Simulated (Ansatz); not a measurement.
**216-atom supercell of zincblende MgS**

Aim: the perfect cell at several levels of theory (PBEsol, HSE06 and r²SCAN), as the reference that defects and stacks are counted from.

Method: density functional theory in Ansatz 0.2.0, PAW datasets, plane waves.

### Step 1. Starting point

216 atoms (108 Mg, 108 S); a = 16.955 Å, b = 16.955 Å, c = 16.955 Å, α = 90.00°, β = 90.00°, γ = 90.00°.

Plan of the steps: (2) PBEsol cell relaxation at the single k point (½, ½, ½), on 1 × NVIDIA GB300 with 8 threads of Arm Neoverse-V2; (3) HSE06 single point at the Γ point alone, on 1 × NVIDIA GB300 with 8 threads of Arm Neoverse-V2; (4) r²SCAN single point at the Γ point alone, on 1 × NVIDIA GB300 with 8 threads of Arm Neoverse-V2.

### Step 2. Relaxing cell and atoms with PBEsol

in.yaml reads:

```yaml
crystal:
  lattice:
    - [16.954597, 0.000000, 0.000000]
    - [0.000000, 16.954597, 0.000000]
    - [0.000000, 0.000000, 16.954597]
  atoms:
    - { symbol: Mg, position: [0.000000, 0.000000, 0.000000] }
    - { symbol: Mg, position: [0.000000, 0.000000, 0.333333] }
    - { symbol: Mg, position: [0.000000, 0.000000, 0.666667] }
    - { symbol: Mg, position: [0.000000, 0.333333, 0.000000] }
    - { symbol: Mg, position: [0.000000, 0.333333, 0.333333] }
    - { symbol: Mg, position: [0.000000, 0.333333, 0.666667] }
    - { symbol: Mg, position: [0.000000, 0.666667, 0.000000] }
    - { symbol: Mg, position: [0.000000, 0.666667, 0.333333] }
    - { symbol: Mg, position: [0.000000, 0.666667, 0.666667] }
    - { symbol: Mg, position: [0.333333, 0.000000, 0.000000] }
    - { symbol: Mg, position: [0.333333, 0.000000, 0.333333] }
    - { symbol: Mg, position: [0.333333, 0.000000, 0.666667] }
    - { symbol: Mg, position: [0.333333, 0.333333, 0.000000] }
    - { symbol: Mg, position: [0.333333, 0.333333, 0.333333] }
    - { symbol: Mg, position: [0.333333, 0.333333, 0.666667] }
    - { symbol: Mg, position: [0.333333, 0.666667, 0.000000] }
    - { symbol: Mg, position: [0.333333, 0.666667, 0.333333] }
    - { symbol: Mg, position: [0.333333, 0.666667, 0.666667] }
    - { symbol: Mg, position: [0.666667, 0.000000, 0.000000] }
    - { symbol: Mg, position: [0.666667, 0.000000, 0.333333] }
    - { symbol: Mg, position: [0.666667, 0.000000, 0.666667] }
    - { symbol: Mg, position: [0.666667, 0.333333, 0.000000] }
    - { symbol: Mg, position: [0.666667, 0.333333, 0.333333] }
    - { symbol: Mg, position: [0.666667, 0.333333, 0.666667] }
    - { symbol: Mg, position: [0.666667, 0.666667, 0.000000] }
    - { symbol: Mg, position: [0.666667, 0.666667, 0.333333] }
    - { symbol: Mg, position: [0.666667, 0.666667, 0.666667] }
    - { symbol: Mg, position: [0.166667, 0.166667, 0.000000] }
    - { symbol: Mg, position: [0.166667, 0.166667, 0.333333] }
    - { symbol: Mg, position: [0.166667, 0.166667, 0.666667] }
    - { symbol: Mg, position: [0.166667, 0.500000, 0.000000] }
    - { symbol: Mg, position: [0.166667, 0.500000, 0.333333] }
    - { symbol: Mg, position: [0.166667, 0.500000, 0.666667] }
    - { symbol: Mg, position: [0.166667, 0.833333, 0.000000] }
    - { symbol: Mg, position: [0.166667, 0.833333, 0.333333] }
    - { symbol: Mg, position: [0.166667, 0.833333, 0.666667] }
    - { symbol: Mg, position: [0.500000, 0.166667, 0.000000] }
    - { symbol: Mg, position: [0.500000, 0.166667, 0.333333] }
    - { symbol: Mg, position: [0.500000, 0.166667, 0.666667] }
    - { symbol: Mg, position: [0.500000, 0.500000, 0.000000] }
    - { symbol: Mg, position: [0.500000, 0.500000, 0.333333] }
    - { symbol: Mg, position: [0.500000, 0.500000, 0.666667] }
    - { symbol: Mg, position: [0.500000, 0.833333, 0.000000] }
    - { symbol: Mg, position: [0.500000, 0.833333, 0.333333] }
    - { symbol: Mg, position: [0.500000, 0.833333, 0.666667] }
    - { symbol: Mg, position: [0.833333, 0.166667, 0.000000] }
    - { symbol: Mg, position: [0.833333, 0.166667, 0.333333] }
    - { symbol: Mg, position: [0.833333, 0.166667, 0.666667] }
    - { symbol: Mg, position: [0.833333, 0.500000, 0.000000] }
    - { symbol: Mg, position: [0.833333, 0.500000, 0.333333] }
    - { symbol: Mg, position: [0.833333, 0.500000, 0.666667] }
    - { symbol: Mg, position: [0.833333, 0.833333, 0.000000] }
    - { symbol: Mg, position: [0.833333, 0.833333, 0.333333] }
    - { symbol: Mg, position: [0.833333, 0.833333, 0.666667] }
    - { symbol: Mg, position: [0.166667, 0.000000, 0.166667] }
    - { symbol: Mg, position: [0.166667, 0.000000, 0.500000] }
    - { symbol: Mg, position: [0.166667, 0.000000, 0.833333] }
    - { symbol: Mg, position: [0.166667, 0.333333, 0.166667] }
    - { symbol: Mg, position: [0.166667, 0.333333, 0.500000] }
    - { symbol: Mg, position: [0.166667, 0.333333, 0.833333] }
    - { symbol: Mg, position: [0.166667, 0.666667, 0.166667] }
    - { symbol: Mg, position: [0.166667, 0.666667, 0.500000] }
    - { symbol: Mg, position: [0.166667, 0.666667, 0.833333] }
    - { symbol: Mg, position: [0.500000, 0.000000, 0.166667] }
    - { symbol: Mg, position: [0.500000, 0.000000, 0.500000] }
    - { symbol: Mg, position: [0.500000, 0.000000, 0.833333] }
    - { symbol: Mg, position: [0.500000, 0.333333, 0.166667] }
    - { symbol: Mg, position: [0.500000, 0.333333, 0.500000] }
    - { symbol: Mg, position: [0.500000, 0.333333, 0.833333] }
    - { symbol: Mg, position: [0.500000, 0.666667, 0.166667] }
    - { symbol: Mg, position: [0.500000, 0.666667, 0.500000] }
    - { symbol: Mg, position: [0.500000, 0.666667, 0.833333] }
    - { symbol: Mg, position: [0.833333, 0.000000, 0.166667] }
    - { symbol: Mg, position: [0.833333, 0.000000, 0.500000] }
    - { symbol: Mg, position: [0.833333, 0.000000, 0.833333] }
    - { symbol: Mg, position: [0.833333, 0.333333, 0.166667] }
    - { symbol: Mg, position: [0.833333, 0.333333, 0.500000] }
    - { symbol: Mg, position: [0.833333, 0.333333, 0.833333] }
    - { symbol: Mg, position: [0.833333, 0.666667, 0.166667] }
    - { symbol: Mg, position: [0.833333, 0.666667, 0.500000] }
    - { symbol: Mg, position: [0.833333, 0.666667, 0.833333] }
    - { symbol: Mg, position: [0.000000, 0.166667, 0.166667] }
    - { symbol: Mg, position: [0.000000, 0.166667, 0.500000] }
    - { symbol: Mg, position: [0.000000, 0.166667, 0.833333] }
    - { symbol: Mg, position: [0.000000, 0.500000, 0.166667] }
    - { symbol: Mg, position: [0.000000, 0.500000, 0.500000] }
    - { symbol: Mg, position: [0.000000, 0.500000, 0.833333] }
    - { symbol: Mg, position: [0.000000, 0.833333, 0.166667] }
    - { symbol: Mg, position: [0.000000, 0.833333, 0.500000] }
    - { symbol: Mg, position: [0.000000, 0.833333, 0.833333] }
    - { symbol: Mg, position: [0.333333, 0.166667, 0.166667] }
    - { symbol: Mg, position: [0.333333, 0.166667, 0.500000] }
    - { symbol: Mg, position: [0.333333, 0.166667, 0.833333] }
    - { symbol: Mg, position: [0.333333, 0.500000, 0.166667] }
    - { symbol: Mg, position: [0.333333, 0.500000, 0.500000] }
    - { symbol: Mg, position: [0.333333, 0.500000, 0.833333] }
    - { symbol: Mg, position: [0.333333, 0.833333, 0.166667] }
    - { symbol: Mg, position: [0.333333, 0.833333, 0.500000] }
    - { symbol: Mg, position: [0.333333, 0.833333, 0.833333] }
    - { symbol: Mg, position: [0.666667, 0.166667, 0.166667] }
    - { symbol: Mg, position: [0.666667, 0.166667, 0.500000] }
    - { symbol: Mg, position: [0.666667, 0.166667, 0.833333] }
    - { symbol: Mg, position: [0.666667, 0.500000, 0.166667] }
    - { symbol: Mg, position: [0.666667, 0.500000, 0.500000] }
    - { symbol: Mg, position: [0.666667, 0.500000, 0.833333] }
    - { symbol: Mg, position: [0.666667, 0.833333, 0.166667] }
    - { symbol: Mg, position: [0.666667, 0.833333, 0.500000] }
    - { symbol: Mg, position: [0.666667, 0.833333, 0.833333] }
    - { symbol: S, position: [0.083333, 0.083333, 0.083333] }
    - { symbol: S, position: [0.083333, 0.083333, 0.416667] }
    - { symbol: S, position: [0.083333, 0.083333, 0.750000] }
    - { symbol: S, position: [0.083333, 0.416667, 0.083333] }
    - { symbol: S, position: [0.083333, 0.416667, 0.416667] }
    - { symbol: S, position: [0.083333, 0.416667, 0.750000] }
    - { symbol: S, position: [0.083333, 0.750000, 0.083333] }
    - { symbol: S, position: [0.083333, 0.750000, 0.416667] }
    - { symbol: S, position: [0.083333, 0.750000, 0.750000] }
    - { symbol: S, position: [0.416667, 0.083333, 0.083333] }
    - { symbol: S, position: [0.416667, 0.083333, 0.416667] }
    - { symbol: S, position: [0.416667, 0.083333, 0.750000] }
    - { symbol: S, position: [0.416667, 0.416667, 0.083333] }
    - { symbol: S, position: [0.416667, 0.416667, 0.416667] }
    - { symbol: S, position: [0.416667, 0.416667, 0.750000] }
    - { symbol: S, position: [0.416667, 0.750000, 0.083333] }
    - { symbol: S, position: [0.416667, 0.750000, 0.416667] }
    - { symbol: S, position: [0.416667, 0.750000, 0.750000] }
    - { symbol: S, position: [0.750000, 0.083333, 0.083333] }
    - { symbol: S, position: [0.750000, 0.083333, 0.416667] }
    - { symbol: S, position: [0.750000, 0.083333, 0.750000] }
    - { symbol: S, position: [0.750000, 0.416667, 0.083333] }
    - { symbol: S, position: [0.750000, 0.416667, 0.416667] }
    - { symbol: S, position: [0.750000, 0.416667, 0.750000] }
    - { symbol: S, position: [0.750000, 0.750000, 0.083333] }
    - { symbol: S, position: [0.750000, 0.750000, 0.416667] }
    - { symbol: S, position: [0.750000, 0.750000, 0.750000] }
    - { symbol: S, position: [0.250000, 0.250000, 0.083333] }
    - { symbol: S, position: [0.250000, 0.250000, 0.416667] }
    - { symbol: S, position: [0.250000, 0.250000, 0.750000] }
    - { symbol: S, position: [0.250000, 0.583333, 0.083333] }
    - { symbol: S, position: [0.250000, 0.583333, 0.416667] }
    - { symbol: S, position: [0.250000, 0.583333, 0.750000] }
    - { symbol: S, position: [0.250000, 0.916667, 0.083333] }
    - { symbol: S, position: [0.250000, 0.916667, 0.416667] }
    - { symbol: S, position: [0.250000, 0.916667, 0.750000] }
    - { symbol: S, position: [0.583333, 0.250000, 0.083333] }
    - { symbol: S, position: [0.583333, 0.250000, 0.416667] }
    - { symbol: S, position: [0.583333, 0.250000, 0.750000] }
    - { symbol: S, position: [0.583333, 0.583333, 0.083333] }
    - { symbol: S, position: [0.583333, 0.583333, 0.416667] }
    - { symbol: S, position: [0.583333, 0.583333, 0.750000] }
    - { symbol: S, position: [0.583333, 0.916667, 0.083333] }
    - { symbol: S, position: [0.583333, 0.916667, 0.416667] }
    - { symbol: S, position: [0.583333, 0.916667, 0.750000] }
    - { symbol: S, position: [0.916667, 0.250000, 0.083333] }
    - { symbol: S, position: [0.916667, 0.250000, 0.416667] }
    - { symbol: S, position: [0.916667, 0.250000, 0.750000] }
    - { symbol: S, position: [0.916667, 0.583333, 0.083333] }
    - { symbol: S, position: [0.916667, 0.583333, 0.416667] }
    - { symbol: S, position: [0.916667, 0.583333, 0.750000] }
    - { symbol: S, position: [0.916667, 0.916667, 0.083333] }
    - { symbol: S, position: [0.916667, 0.916667, 0.416667] }
    - { symbol: S, position: [0.916667, 0.916667, 0.750000] }
    - { symbol: S, position: [0.250000, 0.083333, 0.250000] }
    - { symbol: S, position: [0.250000, 0.083333, 0.583333] }
    - { symbol: S, position: [0.250000, 0.083333, 0.916667] }
    - { symbol: S, position: [0.250000, 0.416667, 0.250000] }
    - { symbol: S, position: [0.250000, 0.416667, 0.583333] }
    - { symbol: S, position: [0.250000, 0.416667, 0.916667] }
    - { symbol: S, position: [0.250000, 0.750000, 0.250000] }
    - { symbol: S, position: [0.250000, 0.750000, 0.583333] }
    - { symbol: S, position: [0.250000, 0.750000, 0.916667] }
    - { symbol: S, position: [0.583333, 0.083333, 0.250000] }
    - { symbol: S, position: [0.583333, 0.083333, 0.583333] }
    - { symbol: S, position: [0.583333, 0.083333, 0.916667] }
    - { symbol: S, position: [0.583333, 0.416667, 0.250000] }
    - { symbol: S, position: [0.583333, 0.416667, 0.583333] }
    - { symbol: S, position: [0.583333, 0.416667, 0.916667] }
    - { symbol: S, position: [0.583333, 0.750000, 0.250000] }
    - { symbol: S, position: [0.583333, 0.750000, 0.583333] }
    - { symbol: S, position: [0.583333, 0.750000, 0.916667] }
    - { symbol: S, position: [0.916667, 0.083333, 0.250000] }
    - { symbol: S, position: [0.916667, 0.083333, 0.583333] }
    - { symbol: S, position: [0.916667, 0.083333, 0.916667] }
    - { symbol: S, position: [0.916667, 0.416667, 0.250000] }
    - { symbol: S, position: [0.916667, 0.416667, 0.583333] }
    - { symbol: S, position: [0.916667, 0.416667, 0.916667] }
    - { symbol: S, position: [0.916667, 0.750000, 0.250000] }
    - { symbol: S, position: [0.916667, 0.750000, 0.583333] }
    - { symbol: S, position: [0.916667, 0.750000, 0.916667] }
    - { symbol: S, position: [0.083333, 0.250000, 0.250000] }
    - { symbol: S, position: [0.083333, 0.250000, 0.583333] }
    - { symbol: S, position: [0.083333, 0.250000, 0.916667] }
    - { symbol: S, position: [0.083333, 0.583333, 0.250000] }
    - { symbol: S, position: [0.083333, 0.583333, 0.583333] }
    - { symbol: S, position: [0.083333, 0.583333, 0.916667] }
    - { symbol: S, position: [0.083333, 0.916667, 0.250000] }
    - { symbol: S, position: [0.083333, 0.916667, 0.583333] }
    - { symbol: S, position: [0.083333, 0.916667, 0.916667] }
    - { symbol: S, position: [0.416667, 0.250000, 0.250000] }
    - { symbol: S, position: [0.416667, 0.250000, 0.583333] }
    - { symbol: S, position: [0.416667, 0.250000, 0.916667] }
    - { symbol: S, position: [0.416667, 0.583333, 0.250000] }
    - { symbol: S, position: [0.416667, 0.583333, 0.583333] }
    - { symbol: S, position: [0.416667, 0.583333, 0.916667] }
    - { symbol: S, position: [0.416667, 0.916667, 0.250000] }
    - { symbol: S, position: [0.416667, 0.916667, 0.583333] }
    - { symbol: S, position: [0.416667, 0.916667, 0.916667] }
    - { symbol: S, position: [0.750000, 0.250000, 0.250000] }
    - { symbol: S, position: [0.750000, 0.250000, 0.583333] }
    - { symbol: S, position: [0.750000, 0.250000, 0.916667] }
    - { symbol: S, position: [0.750000, 0.583333, 0.250000] }
    - { symbol: S, position: [0.750000, 0.583333, 0.583333] }
    - { symbol: S, position: [0.750000, 0.583333, 0.916667] }
    - { symbol: S, position: [0.750000, 0.916667, 0.250000] }
    - { symbol: S, position: [0.750000, 0.916667, 0.583333] }
    - { symbol: S, position: [0.750000, 0.916667, 0.916667] }
kpoints:
  mp_grid: { grid: [1, 1, 1], shift: [0.5, 0.5, 0.5] }
hamiltonian:
  xc: pbesol
scf:
  occupations: { method: fermi_dirac, width: 0.01 }
relax:
  f_tol: 0.03
  max_steps: 80
  escape_saddle: false
  adjacent_minimum: "off"
  cell: { fix: [shape] }
output:
  forces: true
  eigenvalues: true
  populations: true
```

The runs that follow: Single point with HSE06; Single point with r²SCAN.

**Question.** What will these runs give? Wanted: for each run, top filled to lowest empty; energy; pressure.

**Answer**, as computed:

```
             level          time   k points  top filled to lowest empty (eV)  energy (eV/atom)  pressure (GPa)
PBEsol, relaxation    11 s (GPU)  (½, ½, ½)                             4.43        -1399.8808            0.01
             HSE06  11 min (GPU)          Γ                             4.56        -1414.8624               -
            r²SCAN    30 s (GPU)          Γ                             4.17        -1417.7563               -
```

| quantity | value |
| --- | --- |
| relaxation | 2 recorded steps, 0.00 eV gained |
| largest shift | 0.00 Å |
| relaxed cell | a = 16.955 Å, b = 16.955 Å, c = 16.955 Å, α = 90.00°, β = 90.00°, γ = 90.00° |

**Reading.** The atoms kept their fractional positions, and energy and volume hardly changed. At the same k points, r²SCAN gives a spacing 0.39 eV smaller than the 4.56 eV of HSE06. The relaxation ran on other k points, so part of any difference from the later rows can come from the mesh. The price of HSE06 is about 22 times the time of r²SCAN here. With one k point the spacing samples only the states that fold onto it, so it can exceed the gap over the zone.
